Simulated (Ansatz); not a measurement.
Barrier of one jump, H in TiO₂

All numbers below come from DFT PBEsol, scalar-relativistic, plane waves, PAW in Ansatz 0.2.0. Run with 420 eV cutoff, 2×2×2 k-mesh, shifted by half a step, Gaussian smearing of 0.02 eV, no spin polarisation.

In a supercell of 36 host sites with charge +1, interstitial H hops to an equivalent place, moving 0.82 Å between the relaxed ends. Climbing-image nudged elastic band at fixed cell with images 0 (start) to 6 (end), the path measured over all atoms, converged to 0.05 eV/Å; the order of the saddle wasn't checked, and the small cell leaves errors of about a tenth of an eV. Zero-point motion and tunnelling, which matter for H, are left out. At the top the atom squeezes straight between two others, where symmetry can hold a band on a ridge, so a bent path, such as one by way of a neighbouring hole, may have a much lower barrier.

Start:

```yaml
crystal:
  lattice:
    - [-4.59124, -4.59124, 0.00000]
    - [-4.59124, 4.59124, 0.00000]
    - [0.00000, 0.00000, -8.81704]
  atoms:
    - { symbol: Ti, position: [0.99806, 0.48739, 0.66525] }
    - { symbol: Ti, position: [0.00787, 0.50883, 0.33335] }
    - { symbol: Ti, position: [0.99807, 0.48763, 0.00147] }
    - { symbol: Ti, position: [0.48967, 0.00078, 0.65734] }
    - { symbol: Ti, position: [0.50188, 0.98642, 0.33331] }
    - { symbol: Ti, position: [0.48975, 0.00053, 0.00928] }
    - { symbol: Ti, position: [0.50441, 0.49120, 0.49976] }
    - { symbol: Ti, position: [0.50439, 0.49096, 0.16680] }
    - { symbol: Ti, position: [0.48998, 0.51329, 0.83328] }
    - { symbol: Ti, position: [0.99289, 0.00473, 0.49956] }
    - { symbol: Ti, position: [0.99295, 0.00496, 0.16700] }
    - { symbol: Ti, position: [0.02190, 0.97396, 0.83329] }
    - { symbol: O, position: [0.80502, 0.49497, 0.50011] }
    - { symbol: O, position: [0.80504, 0.49500, 0.16654] }
    - { symbol: O, position: [0.80171, 0.47783, 0.83334] }
    - { symbol: O, position: [0.30443, 0.99809, 0.49836] }
    - { symbol: O, position: [0.30445, 0.99807, 0.16829] }
    - { symbol: O, position: [0.31184, 0.99215, 0.83332] }
    - { symbol: O, position: [0.00970, 0.19059, 0.66705] }
    - { symbol: O, position: [0.00087, 0.19357, 0.33335] }
    - { symbol: O, position: [0.00969, 0.19062, 0.99962] }
    - { symbol: O, position: [0.50809, 0.70119, 0.66796] }
    - { symbol: O, position: [0.50267, 0.69552, 0.33333] }
    - { symbol: O, position: [0.50808, 0.70115, 0.99870] }
    - { symbol: O, position: [0.99826, 0.80455, 0.33334] }
    - { symbol: O, position: [0.99412, 0.80038, 0.00009] }
    - { symbol: O, position: [0.99407, 0.80036, 0.66658] }
    - { symbol: O, position: [0.49969, 0.30448, 0.33334] }
    - { symbol: O, position: [0.49391, 0.30514, 0.99934] }
    - { symbol: O, position: [0.49385, 0.30515, 0.66731] }
    - { symbol: O, position: [0.19671, 0.50141, 0.50040] }
    - { symbol: O, position: [0.19671, 0.50141, 0.16627] }
    - { symbol: O, position: [0.19474, 0.50622, 0.83332] }
    - { symbol: O, position: [0.69434, 0.00356, 0.50026] }
    - { symbol: O, position: [0.69437, 0.00355, 0.16641] }
    - { symbol: O, position: [0.70693, 0.03839, 0.83334] }
    - { symbol: H, position: [0.72754, 0.19122, 0.83343] }
```

Atom 37 jumps to (-4.964, -2.129, -7.348) Å.

Q: Give the energy along the band and the structure at its top.

A:
```tsv
image	path (Å)	E − E(0) (eV)	H x (Å)	H y (Å)	H z (Å)	force on H (eV/Å)
0	0.00	0.000	-4.218	-2.462	-7.348	0.01
1	0.20	0.023	-4.317	-2.431	-7.348	0.18
2	0.41	0.120	-4.442	-2.377	-7.348	0.63
3	0.62	0.246	-4.591	-2.296	-7.348	0.00
4	0.82	0.120	-4.741	-2.214	-7.348	0.63
5	1.03	0.023	-4.866	-2.160	-7.348	0.18
6	1.23	0.000	-4.964	-2.129	-7.348	0.01
```

Barrier 0.25 eV. Image 3:
```yaml
crystal:
  lattice:
    - [-4.59124, -4.59124, 0.00000]
    - [-4.59124, 4.59124, 0.00000]
    - [0.00000, 0.00000, -8.81704]
  atoms:
    - { symbol: Ti, position: [0.00233, 0.48646, 0.66184] }
    - { symbol: Ti, position: [0.00292, 0.50771, 0.33333] }
    - { symbol: Ti, position: [0.00230, 0.48653, 0.00482] }
    - { symbol: Ti, position: [0.49768, 0.01354, 0.66184] }
    - { symbol: Ti, position: [0.49708, 0.99229, 0.33333] }
    - { symbol: Ti, position: [0.49771, 0.01348, 0.00482] }
    - { symbol: Ti, position: [0.50491, 0.49706, 0.49949] }
    - { symbol: Ti, position: [0.50488, 0.49697, 0.16717] }
    - { symbol: Ti, position: [0.48508, 0.52209, 0.83333] }
    - { symbol: Ti, position: [0.99509, 0.00294, 0.49949] }
    - { symbol: Ti, position: [0.99512, 0.00303, 0.16717] }
    - { symbol: Ti, position: [0.01492, 0.97791, 0.83333] }
    - { symbol: O, position: [0.80358, 0.49242, 0.50002] }
    - { symbol: O, position: [0.80358, 0.49242, 0.16664] }
    - { symbol: O, position: [0.79131, 0.43828, 0.83333] }
    - { symbol: O, position: [0.30658, 0.99516, 0.50037] }
    - { symbol: O, position: [0.30658, 0.99516, 0.16628] }
    - { symbol: O, position: [0.31139, 0.98942, 0.83333] }
    - { symbol: O, position: [0.01745, 0.19077, 0.66430] }
    - { symbol: O, position: [0.00398, 0.19258, 0.33333] }
    - { symbol: O, position: [0.01745, 0.19077, 0.00234] }
    - { symbol: O, position: [0.51394, 0.70210, 0.66929] }
    - { symbol: O, position: [0.50237, 0.69741, 0.33332] }
    - { symbol: O, position: [0.51394, 0.70211, 0.99736] }
    - { symbol: O, position: [0.99763, 0.80259, 0.33332] }
    - { symbol: O, position: [0.98606, 0.79789, 0.99736] }
    - { symbol: O, position: [0.98606, 0.79789, 0.66929] }
    - { symbol: O, position: [0.49602, 0.30742, 0.33333] }
    - { symbol: O, position: [0.48255, 0.30923, 0.00234] }
    - { symbol: O, position: [0.48255, 0.30923, 0.66430] }
    - { symbol: O, position: [0.19342, 0.50484, 0.50037] }
    - { symbol: O, position: [0.19342, 0.50483, 0.16628] }
    - { symbol: O, position: [0.18861, 0.51058, 0.83333] }
    - { symbol: O, position: [0.69642, 0.00758, 0.50002] }
    - { symbol: O, position: [0.69642, 0.00758, 0.16664] }
    - { symbol: O, position: [0.70869, 0.06172, 0.83333] }
    - { symbol: H, position: [0.75000, 0.25001, 0.83333] }
```

Cost: 1 run of about 43 core-minutes, on Intel Xeon Platinum 8259CL (Skylake/Cascade Lake) (shared hosts).